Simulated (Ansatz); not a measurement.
Space group Pm-3m (No. 221). a = 3.305 Å, b = 3.305 Å, c = 3.305 Å, α = 90.00°, β = 90.00°, γ = 90.00°
```tsv
atom	site	symmetry	x	y	z
In	1a	m-3m	0.0000	0.0000	0.0000
Pd	1b	m-3m	0.5000	0.5000	0.5000
```

Equation of state of this InPd structure (not necessarily the ground state), with shape and atoms relaxed at each volume where symmetry leaves them free. It has no gap at any of these volumes. The calculation used DFT PBE, scalar-relativistic, plane waves, PAW (Ansatz 0.2.0).

Plane waves to 420 eV, a k mesh through Γ of 14×14×14 on the computed 2-atom cell and Gaussian smearing (0.10 eV); no spin polarisation.

```csv
V (Å³/atom),E − E(largest V) (meV/atom),P (GPa)
15.888,69.44,20.49
16.430,11.94,13.74
16.971,-24.75,8.18
17.513,-44.36,3.65
18.055,-50.14,-0.02
18.596,-44.79,-3.00
19.138,-30.31,-5.42
19.860,0.00,-7.92
```

Fit a third-order Birch–Murnaghan equation to E(V).

V0 = 18.05 Å³/atom, B0 = 110 GPa, B0' = 6.0.